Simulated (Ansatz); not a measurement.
ZrO2 (tetragonal-ZrO2 type, space group P4_2/nmc)

```yaml
crystal:
  lattice:
    - [3.58446, 0.00000, 0.00000]
    - [0.00000, 3.58446, 0.00000]
    - [0.00000, 0.00000, 5.17872]
  atoms:
    - { symbol: Zr, position: [0.00000, 0.00000, 0.00000] }
    - { symbol: Zr, position: [0.50000, 0.50000, 0.50000] }
    - { symbol: O, position: [0.00000, 0.50000, 0.20116] }
    - { symbol: O, position: [0.00000, 0.50000, 0.70116] }
    - { symbol: O, position: [0.50000, 0.00000, 0.29884] }
    - { symbol: O, position: [0.50000, 0.00000, 0.79884] }
```

Two-dimensional scan of atom 6 (O, nearest neighbour Zr at 2.073 Å; its periodic images, 3.6 Å or more away, move with it): u runs along (0.707, 0.707, 0.000), v along (0.000, 0.000, 1.000) (Cartesian). Cell and other atoms are fixed.

These are PBEsol (plane waves to 420 eV, PAW, scalar-relativistic; Ansatz, a first-principles code) values and carry that method's errors. k mesh 8×8×5 (Γ-centred), Fermi-Dirac smearing 0.05 eV. Stress and pressure are positive under compression. Points where atoms come too close for the PAW data are left out (x in tables, blank in figures). The PAW data are Ansatz's earlier set. This is a high-temperature form of ZrO2. ZrO2 is run without spin polarisation. ZrO2 was relaxed with its symmetry unable to fall.

Changes of P (GPa) from the point u = 0.000 Å, v = 0.000 Å when one coordinate moves alone (two changes are said to add if the coupling is within 5 % of the smaller one, nearly so within 20 %):

| point | change |
|---|---|
| u = 0.000 Å, v = -0.310 Å | 0.06 |
| u = 0.000 Å, v = -0.155 Å | -0.94 |
| u = -0.310 Å, v = 0.000 Å | 3.89 |
| u = -0.155 Å, v = 0.000 Å | 0.98 |
| u = 0.155 Å, v = 0.000 Å | 0.98 |
| u = 0.310 Å, v = 0.000 Å | 3.89 |
| u = 0.000 Å, v = 0.155 Å | 2.73 |
| u = 0.000 Å, v = 0.310 Å | 7.11 |

Problem. What is the change at u = -0.310 Å, v = 0.155 Å, where both move, and how far is it from the sum?

Solution. The sum of the single changes is 3.89 + (2.73) = 6.62; the calculation gives 7.08, so the coupling contributes 0.46 (under 20 % of the smaller single change, nearly additive).

(A displaced cell: forces are minus the slopes of the energy, force constants its curvatures, and phonons follow from these.)
